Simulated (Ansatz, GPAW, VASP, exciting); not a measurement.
# One calculation of BAs, 4 ways

```
CELL_PARAMETERS angstrom
0.00000 2.38850 2.38850
2.38850 0.00000 2.38850
2.38850 2.38850 0.00000
ATOMIC_POSITIONS crystal
As 0.75000 0.75000 0.75000
B 0.00000 0.00000 0.00000
```

Alike in all runs: task single point; functional PBE; k mesh 10 × 10 × 10; occupations gaussian, width 0.011 eV; no spin polarisation; no spin-orbit coupling. Pressure is positive in compression and, in plane waves, holds the error of the finite cutoff.

```tsv
program and potentials	plane-wave cutoff (eV)	notes	band gap (eV)	pressure (GPa)
VASP, PBE PAW files As, B, 520 eV	520	-	1.18	3.43
Ansatz, all-electron LAPW, scalar-relativistic	-	-	1.19	2.73
GPAW, GPAW PAW data sets (gpaw-data 1.2.1)	800	-	?	?
exciting, all-electron LAPW+lo, shipped species files, valence relativity iora*	-	-	1.19	-
```

Problem. Estimate from the other rows what the run with GPAW, GPAW PAW data sets (gpaw-data 1.2.1) gave.

Solution. Band gap 1.18 eV; pressure 3.28 GPa. The other rows, which needn't bracket it: band gap 1.18 to 1.19; pressure 2.73 to 3.43.
